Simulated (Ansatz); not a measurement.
Input of an Ansatz 0.2.0 run:

File input.yaml:

```yaml
crystal:
  lattice:
    - [3.112861506, 0.0, 0.0]
    - [-1.556430753, 2.6958171426, 0.0]
    - [0.0, 0.0, 4.869841]
  atoms:
    - { symbol: Ta, position: [0.3333333333, 0.6666666667, 0.254711] }
    - { symbol: Ta, position: [0.6666666667, 0.3333333333, 0.745289] }
    - { symbol: "N", position: [0.0, 0.0, 0.0] }
hamiltonian:
  xc: r2scan
  pseudopotentials: { kind: paw }
  hubbard: { sites: [{ species: Ta, l: d, u_eff: 6.0 }] }
kpoints:
  mp_grid: { grid: [10, 10, 6] }
  band_path:
    path:
      - [[0.0, 0.0, 0.0], [0.5, 0.0, 0.0], [0.3333333333, 0.3333333333, 0.0], [0.0, 0.0, 0.0], [0.0, 0.0, 0.5], [0.5, 0.0, 0.5], [0.3333333333, 0.3333333333, 0.5], [0.0, 0.0, 0.5]]
      - [[0.5, 0.0, 0.5], [0.5, 0.0, 0.0]]
      - [[0.3333333333, 0.3333333333, 0.0], [0.3333333333, 0.3333333333, 0.5]]
    npoints: 14
scf:
  occupations: { method: fermi_dirac, width: 0.05 }
  n_extra_bands: 7
output:
  forces: true
  stress: true
  eigenvalues: true
  fatbands: false
  write_density: true
  write_potential: true
  elf: true
  volumetric_format: npy
```

Potentials or basis: Ansatz PAW.

The run is started by

```console
$ ansatz run input.yaml --threads 2 --pin off --max-ram 5632MiB --backend cpu --events-out ev --progress --plain --runs-dir out
```

Predict the pressure.

-0.3 GPa.

Estimate the band gap on the k mesh.

none (metal or under the smearing width).

Predict the largest force.

0.333 eV/Å.

Eigenvalues of the final occupation matrices:
```tsv
site	spin	trace	eigenvalues
site 1	1	1.91	0.33 0.33 0.37 0.37 0.51
site 2	1	1.91	0.33 0.33 0.37 0.37 0.51
```

Caveat: spin-orbit coupling is left out, which moves the levels of the heavy elements; U without spin polarisation on a metal has little footing; the PAW data sets come from PBE, with cores solved anew for the run's functional, which leaves a small shift of forces and pressure.
